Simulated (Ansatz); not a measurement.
All-electron LAPW in Ansatz 0.2.0 under PBE, scalar-relativistic, energies extrapolated to zero smearing. Slabs are 1×1 cells cut from bulk crystals relaxed on PAW files, with atoms then relaxed, 16 to 20 Å of vacuum, a dipole correction, k spacings of 0.16 to 0.26 Å⁻¹ and smearing of 0.02 to 0.1 eV, without spin–orbit coupling; Cr, Mn, Fe, Co, Ni, Eu and Gd start ferromagnetic, the others run without spin. The bulk type named needn't be the stable one, and no reconstruction is allowed.

| slab | area (Å²) | γ (J/m²) | Φ (eV) | Δd12 (%) |
| --- | --- | --- | --- | --- |
| fcc Au (111), 6 layers | 7.49 | 0.72 | 5.22 | ? |
| bcc Fe (110), 7 layers | 5.67 | 2.51 | 4.79 | -0.3 |
| hcp Co (0001), 7 layers | 5.38 | 2.14 | 4.96 | -2.9 |
| diamond Si (100), 6 layers | 14.97 | 2.10 | 5.35 | -1.2 |
| fcc Sb (111), 6 layers | 9.95 | ? | 3.92 | -11.1 |

**Question.** Fill in "γ (J/m²)" for the row "fcc Sb (111), 6 layers".

**Answer.** 0.22.

**Question.** What belongs in the row "fcc Au (111), 6 layers", column "Δd12 (%)"?

**Answer.** 0.6.
